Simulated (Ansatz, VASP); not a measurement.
# AlGaN2: VASP beside Ansatz

INCAR

```
PREC = Accurate
ENCUT = 520
EDIFF = 1E-6
ISMEAR = 0
SIGMA = 0.05
LREAL = False
LASPH = True
NELM = 100
ALGO = Normal
ISIF = 2
LWAVE = False
LCHARG = False
NBANDS = 21
```

The input KPOINTS:

```
regular mesh
0
Gamma
  8 8 6
```

Contents of POSCAR:

```
AlGaN2
1.0
    3.0374043052      0.0000000000      0.0000000000
    0.0000000000      3.0374043052      0.0000000000
    0.0000000000      0.0000000000      4.3843302008
Al Ga N
1 1 2
Direct
    0.5000000000      0.5000000000      0.5000000000
    0.0000000000      0.0000000000      0.0000000000
    0.5000000000      0.0000000000      0.7400513254
    0.0000000000      0.5000000000      0.2599486746
```

Input for Ansatz:

```yaml
crystal:
  lattice:
    - [3.0374043052, 0.0, 0.0]
    - [0.0, 3.0374043052, 0.0]
    - [0.0, 0.0, 4.3843302008]
  atoms:
    - { symbol: Al, position: [0.5, 0.5, 0.5] }
    - { symbol: Ga, position: [0.0, 0.0, 0.0] }
    - { symbol: "N", position: [0.5, 0.0, 0.7400513254] }
    - { symbol: "N", position: [0.0, 0.5, 0.2599486746] }
basis:
  ecutwfc: 420
kpoints:
  mp_grid: { grid: [8, 8, 6] }
hamiltonian:
  xc: lda
scf:
  occupations: { method: gaussian, width: 0.05 }
output:
  forces: true
  stress: true
  eigenvalues: true
```

Change from the starting cell: strain -0.0250 x Voigt [1, 1, 0, 0, 0, 0], atoms carried along.

Alike in both runs: task single point; functional LDA; k mesh 8 × 8 × 6; occupations gaussian, width 0.05 eV; no spin polarisation.

|  | VASP | Ansatz |
| --- | --- | --- |
| version | VASP 6.6.1 | Ansatz 0.2.0 |
| potentials or method | VASP PAW LDA potentials, release 64 (Al, Ga_d, N) | scalar-relativistic, plane waves, PAW |
| plane-wave cutoff (eV) | 520 | 420 |
| valence electrons in the cell | 26 | 26 |

```csv
,VASP,Ansatz,Ansatz less VASP
gap on the k mesh at the Fermi level (eV),3.17,3.19,+0.019
least direct gap on the mesh (eV),3.41,3.40,-0.011
pressure (GPa),12.7,11.6,-1.10
largest component of the traceless stress (GPa),2.33,2.37,+0.033
rms of the force components (eV/Å),0.002,0.010,+0.0083
```

Atom by atom the forces differ by 0.013 eV/Å (rms over components).

A k mesh can miss the band edges.
